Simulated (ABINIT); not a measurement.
# CdS (Greenockite) (P6_3mc) in ABINIT: a series of runs

One crystal, CdS (Greenockite), is run at these levels: PBE; tasks: single point.

Everything below comes from runs of ABINIT 10.8.3 (patched build). Logs are shortened: lines on timing, memory, paths and dates and some standing lists are left out, and cuts for length are marked. The log counts tension as positive stress, the text compression.

**What was measured.**

“Isotope dependence of band-gap energy”, 2008, arxiv:0807.2152 quotes, for a bulk crystal of CdS: band gap 2.5809 ± 0.0002 eV.

The results are compared with them further down.

### Step 1. Starting point

It takes space group P6_3mc (No. 186, hexagonal). Conventional cell: a = 4.150 Å, b = 4.150 Å, c = 6.737 Å, α = 90.00°, β = 90.00°, γ = 120.00°. Cd (site symmetry 3m) has 4 S at 2.53 to 2.54 Å as nearest neighbours. S (site symmetry 3m) has 4 Cd at 2.53 to 2.54 Å as nearest neighbours.

### Step 2. Single point, PBE, spin-orbit coupling, no magnetisation

The input, run.abi:

```
# Pseudopotentials
pp_dirpath "./"
pseudos "Cd.GGA_PBE-JTH.xml, S.GGA_PBE-JTH.xml"

# Structure
acell 3*1.0 Angstrom
rprim
     4.1500000000     0.0000000000     0.0000000000
    -2.0750000000     3.5940054257     0.0000000000
     0.0000000000     0.0000000000     6.7370000000
ntypat 2
znucl 48 16
natom 4
typat 1 1 2 2
xred
     0.6666666667     0.3333333333     0.5000000000
     0.3333333333     0.6666666667     0.0000000000
     0.6666666667     0.3333333333     0.8750000000
     0.3333333333     0.6666666667     0.3750000000

# Plane-wave basis
ecut 16.0
pawecutdg 32.0

# k points
kptopt 4
ngkpt 5 5 3
nshiftk 1
shiftk 0.0 0.0 0.0

# Exchange and correlation
ixc 11

# Bands and occupations
nband 44
occopt 3
tsmear 0.05 eV

# Spin
nspinor 2
nspden 1
pawspnorb 1

# SCF cycle
nstep 100
tolvrs 1.0e-9

# Output
iomode 3
prtwf 0
prtden 0
prteig 0
prtebands 0
enunit 2
```

Potentials or basis: JTH PAW PBE v2.0.

Started as:

```
abinit run.abi > log 2>&1
```

run.abo:

```text
.Version 10.8.3 of ABINIT
 Symmetries : space group P6_3 (#173); Bravais hP (primitive hexag.)
================================================================================
 Values of the parameters that define the memory need of the present run
     intxc =       0    ionmov =       0      iscf =      17    lmnmax =      18
     lnmax =       6     mgfft =      48  mpssoang =       3    mqgrid =    3242
     natom =       4  nloc_mem =       2    nspden =       1   nspinor =       2
    nsppol =       1      nsym =       6    n1xccc =       1    ntypat =       2
    occopt =       3   xclevel =       2
       mpw =        2091          nfft =       43200          nkpt =          15
 PAW method is used; the additional fine FFT grid is defined by:
   mgfftf=        72    nfftf =    115200
================================================================================
================================================================================

--------------------------------------------------------------------------------
------------- Echo of variables that govern the present computation ------------
--------------------------------------------------------------------------------
 -outvars: echo values of preprocessed input variables --------
            acell      1.8897261259E+00  1.8897261259E+00  1.8897261259E+00 Bohr
              amu      1.12411000E+02  3.20660000E+01
             ecut      1.60000000E+01 Hartree
           enunit           2
              ixc          11
           kptopt           4
         kptrlatt        5    0    0      0    5    0      0    0    3
          kptrlen      3.81932547E+01
            natom           4
            nband          44
            ngfft          30      30      48
          ngfftdg          40      40      72
             nkpt          15
          nspinor           2
            nstep         100
             nsym           6
           ntypat           2
           occopt           3
        pawcpxocc           2
        pawecutdg      3.20000000E+01 Hartree
        pawspnorb           1
         pawxcdev           0
           prtden           0
        prtebands           0
           prteig           0
            prtwf           0
            rprim      4.1500000000E+00  0.0000000000E+00  0.0000000000E+00
                      -2.0750000000E+00  3.5940054257E+00  0.0000000000E+00
                       0.0000000000E+00  0.0000000000E+00  6.7370000000E+00
          spgroup         173
           tolvrs      1.00000000E-09
           tsmear      1.83746611E-03 Hartree
            typat      1  1  2  2
           useylm           1
           xangst      2.0750000000E+00  1.1980018086E+00  3.3685000000E+00
[... 204 lines left out ...]
   0.35660    0.35660    0.36946    0.36946
      occupation numbers for kpt#   1
   1.00000    1.00000    1.00000    1.00000    1.00000    1.00000    1.00000    1.00000
   1.00000    1.00000    1.00000    1.00000    1.00000    1.00000    1.00000    1.00000
   1.00000    1.00000    1.00000    1.00000    1.00000    1.00000    1.00000    1.00000
   1.00000    1.00000    1.00000    1.00000    1.00000    1.00000    1.00000    1.00000
   1.00000    1.00000    0.99999    0.99999    0.00001    0.00001    0.00000    0.00000
   0.00000    0.00000    0.00000    0.00000
 prteigrs : prtvol=0 or 1, do not print more k-points.

 Fermi (or HOMO) energy (eV) =   4.07073   Average Vxc (eV)=  -8.86984
 Eigenvalues (   eV  ) for nkpt=  15  k points:
 kpt#   1, nband= 44, wtk=  0.01333, kpt=  0.0000  0.0000  0.0000 (reduced coord)
  -8.84702   -8.84702   -8.41812   -8.41812   -4.48500   -4.48500   -4.47762   -4.47762
  -4.42463   -4.42463   -4.07881   -4.07881   -3.96494   -3.96494   -3.80429   -3.80429
  -3.66155   -3.66155   -3.65129   -3.65129   -3.50055   -3.50055   -3.20716   -3.20716
  -0.88205   -0.88205    2.68006    2.68006    2.71558    2.71558    3.40525    3.40525
   3.45667    3.45667    3.47224    3.47224    4.63236    4.63236    6.23219    6.23219
   9.70365    9.70365   10.05360   10.05360
 prteigrs : prtvol=0 or 1, do not print more k-points.

--- !EnergyTerms
iteration_state     : {dtset: 1, }
comment             : Components of total free energy in Hartree
kinetic             :  3.45832024861420E+01
hartree             :  2.88813150137336E+01
xc                  : -1.37930521360738E+01
Ewald energy        : -8.48816927463657E+01
psp_core            :  3.08652000506184E+00
local_psp           : -8.98043158917063E+01
PAW spherical_terms :  6.08195954634097E+00
internal            : -1.15846063722867E+02
'-kT*entropy'       : -1.66670215668689E-08
total_energy        : -1.15846063739534E+02
total_energy_eV     : -3.15233198549300E+03
...

--- !EnergyTermsDC
iteration_state     : {dtset: 1, }
comment             : '"Double-counting" decomposition of free energy'
band_energy         : -3.43401864826736E+00
Ewald energy        : -8.48816927463657E+01
psp_core            :  3.08652000506184E+00
xc_dc               : -2.73110287366682E+01
PAW spherical_terms : -3.30584200740411E+00
internal            : -1.15846062133643E+02
'-kT*entropy'       : -1.66670215668689E-08
total_energy_dc     : -1.15846062150310E+02
total_energy_dc_eV  : -3.15233194224802E+03
...

--- !EnergyTermsWithPAWCore
iteration_state     : {dtset: 1, }
comment             : 'Components of total free energy, including PAW core contributions'
Total energy        : -1.19878441680269E+04
Total energy DC     : -1.19878441664377E+04
Total energy (eV)   : -3.26205857912811E+05
Total energy DC (eV): -3.26205857869566E+05
...

 Cartesian components of stress tensor (hartree/bohr^3)
  sigma(1 1)= -5.35174221E-05  sigma(3 2)=  0.00000000E+00
  sigma(2 2)= -5.35174220E-05  sigma(3 1)=  0.00000000E+00
  sigma(3 3)= -7.40030573E-05  sigma(2 1)=  0.00000000E+00

-Cartesian components of stress tensor (GPa)         [Pressure=  1.7754E+00 GPa]
- sigma(1 1)= -1.57453692E+00  sigma(3 2)=  0.00000000E+00
- sigma(2 2)= -1.57453692E+00  sigma(3 1)=  0.00000000E+00
- sigma(3 3)= -2.17724512E+00  sigma(2 1)=  0.00000000E+00

== END DATASET(S) ==============================================================
================================================================================

 -outvars: echo values of variables after computation  --------
            acell      1.8897261259E+00  1.8897261259E+00  1.8897261259E+00 Bohr
           etotal     -1.1584606215E+02
            fcart      1.7167307086E-29 -0.0000000000E+00 -1.2621706174E-03
                       1.7167307086E-29 -0.0000000000E+00 -1.2621706174E-03
                      -5.1501921259E-29 -7.9292394941E-29  1.2621706174E-03
                       1.7167307086E-29  7.9292394941E-29  1.2621706174E-03
            rprim      4.1500000000E+00  0.0000000000E+00  0.0000000000E+00
                      -2.0750000000E+00  3.5940054257E+00  0.0000000000E+00
                       0.0000000000E+00  0.0000000000E+00  6.7370000000E+00
           strten     -5.3517422061E-05 -5.3517422047E-05 -7.4003057334E-05
                       0.0000000000E+00  0.0000000000E+00  0.0000000000E+00
           xangst      2.0750000000E+00  1.1980018086E+00  3.3685000000E+00
                      -1.4586316559E-16  2.3960036171E+00  0.0000000000E+00
                       2.0750000000E+00  1.1980018086E+00  5.8948750000E+00
                      -1.4586316559E-16  2.3960036171E+00  2.5263750000E+00
             xred      6.6666666667E-01  3.3333333333E-01  5.0000000000E-01
                       3.3333333333E-01  6.6666666667E-01  0.0000000000E+00
                       6.6666666667E-01  3.3333333333E-01  8.7500000000E-01
                       3.3333333333E-01  6.6666666667E-01  3.7500000000E-01
 Calculation completed.
```

It took 5.1 min on 1 thread of Arm Neoverse V1, shared host; peak memory 0.17 GiB.

Results:

- Free energy: -3152.3319 eV
- Largest force: 0.065 eV/Å
- Band gap on the k mesh: 1.16 eV, direct
- Valence electrons inside the program's atomic spheres: Cd 10.46; S 3.56

Forces on the atoms (eV/Å):
```
Cd   0.000  0.000 -0.065
Cd   0.000  0.000 -0.065
S    0.000  0.000  0.065
S    0.000  0.000  0.065
```

Caveat: the cutoff is too short for stress, so the log's stress isn't used.

### Step 3. Single point, PBE

The input, run.abi:

```
# Pseudopotentials
pp_dirpath "./"
pseudos "Cd.upf, S.upf"

# Structure
acell 7.8423634172 7.8423634172 12.7310849016
rprim
     1.0000000000     0.0000000000     0.0000000000
    -0.5000000000     0.8660254038     0.0000000000
     0.0000000000     0.0000000000     1.0000000000
ntypat 2
znucl 48 16
natom 4
typat 1 1 2 2
xred
     0.6666666667     0.3333333333     0.5000000000
     0.3333333333     0.6666666667     0.0000000000
     0.6666666667     0.3333333333     0.8750000000
     0.3333333333     0.6666666667     0.3750000000

# Plane-wave basis
ecut 47.0

# k points
kptopt 1
ngkpt 5 5 3
nshiftk 1
shiftk 0.0 0.0 0.0

# Exchange and correlation
ixc 11

# Bands and occupations
nband 32
occopt 3
tsmear 0.05 eV

# SCF cycle
nstep 100
tolvrs 1.0e-10

# Output
iomode 3
prtwf 0
prtden 0
prteig 0
prtebands 0
enunit 1
prtvol 2
```

Potentials or basis: PseudoDojo NC SR PBE v0.4.1 standard.

Started as:

```
mpirun --bind-to none -np 4 abinit run.abi > log 2>&1
```

It took 62 s on 4 MPI ranks of Arm Neoverse V1, shared host; peak memory 0.52 GiB.

The run converged. Its results:

| Property | Result |
| --- | --- |
| Free energy | -10145.3793 eV |
| Largest force | 0.065 eV/Å |
| Band gap on the k mesh | 1.19 eV, direct |
| Valence electrons inside the program's atomic spheres | Cd 17.17; S 3.91 |

Forces on the atoms (eV/Å):
```
Cd   0.000  0.000 -0.065
Cd   0.000  0.000 -0.065
S    0.000  0.000  0.065
S    0.000  0.000  0.065
```

Levels at points of the mesh, in eV from the valence-band top:
```csv
k point,band 24,band 25,band 26,band 27,band 28,band 29
"(0.00, 0.00, 0.00)",-0.04,0.00,0.00,1.19,2.79,6.46
```

Caveat: the cutoff is too short for stress, so the log's stress isn't used.

### Step 4. Single point, PBE

Changes to run.abi since step 3:

```diff
@@ -1,6 +1,4 @@
-# Pseudopotentials
 pp_dirpath "./"
-pseudos "Cd.upf, S.upf"
+pseudos "Cd_ONCV_PBE-1.2.upf, S_ONCV_PBE-1.2.upf"
 
-# Structure
 acell 7.8423634172 7.8423634172 12.7310849016
@@ -20,6 +18,4 @@
 
-# Plane-wave basis
 ecut 47.0
 
-# k points
 kptopt 1
@@ -29,11 +25,8 @@
 
-# Exchange and correlation
 ixc 11
 
-# Bands and occupations
 nband 32
 occopt 3
-tsmear 0.05 eV
+tsmear 0.00183747
 
-# SCF cycle
 nstep 100
@@ -41,3 +34,2 @@
 
-# Output
 iomode 3
@@ -48,2 +40 @@
 enunit 1
-prtvol 2
```

Potentials or basis: SG15 NC PBE v1.2.

Started as:

```
mpirun --bind-to none -np 4 abinit run.abi > log 2>&1
```

It took 46 s on 4 MPI ranks of Arm Neoverse V1, shared host; peak memory 0.52 GiB.

Results (log left out):

| Quantity | Value |
| --- | --- |
| Free energy | -9018.3276 eV |
| Pressure | 2.3 GPa |
| Largest force | 0.066 eV/Å |
| Band gap on the k mesh | 1.20 eV, direct |
| Valence electrons inside the program's atomic spheres | Cd 17.05; S 3.91 |

Forces in eV/Å, atoms in the order of the input:
```
Cd   0.000  0.000 -0.066
Cd   0.000  0.000 -0.066
S    0.000  0.000  0.066
S    0.000  0.000  0.066
```

Stress tensor (GPa, compression positive):
```
2.08 0.00 0.00
0.00 2.08 0.00
0.00 0.00 2.68
```

Levels at points of the mesh, in eV from the valence-band top:
```csv
k point,band 22,band 23,band 24,band 25,band 26,band 27,band 28,band 29,band 30,band 31
"(0.00, 0.00, 0.00)",-0.75,-0.75,-0.04,0.00,0.00,1.20,2.80,6.50,6.50,6.83
```

### Step 5. The runs side by side

| potentials or basis | spin | cutoff (eV) | fine-grid cutoff | gap on the mesh (eV) | largest force (eV/Å) |
| --- | --- | --- | --- | --- | --- |
| JTH PAW PBE v2.0 | SOC, no magnetisation | 435 | 870.764 eV | 1.16 | 0.06 |
| PseudoDojo NC SR PBE v0.4.1 standard | off | 1279 | - | 1.19 | 0.07 |
| SG15 NC PBE v1.2 | off | 1279 | - | 1.20 | 0.07 |

Alike in all rows: task single point; level PBE; cell as given; k mesh 5 × 5 × 3; smearing fermi-dirac 0.05 eV.

Absolute energies hang on the potentials; compare differences alone.

### Step 6. Comparison with measurements

Step 3. A measured gap of CdS is 2.5809 eV (quoted in “Isotope dependence of band-gap energy”, 2008, arxiv:0807.2152); the calculated 1.19 eV misses it by -1.39 eV. So large a miss can be the level of theory's own, or it may mean another phase, state or a wrong row. Spin-orbit coupling on Cd is left out. The value is that of PBE, without temperature or zero-point motion. Semilocal functionals fall short of measured gaps as a rule.

Step 4. A measured gap of CdS is 2.5809 eV (quoted in “Isotope dependence of band-gap energy”, 2008, arxiv:0807.2152); the calculated 1.20 eV misses it by -1.39 eV. So large a miss can be the level of theory's own, or it may mean another phase, state or a wrong row. Spin-orbit coupling on Cd is left out. The value is that of PBE, without temperature or zero-point motion. Semilocal functionals fall short of measured gaps as a rule.
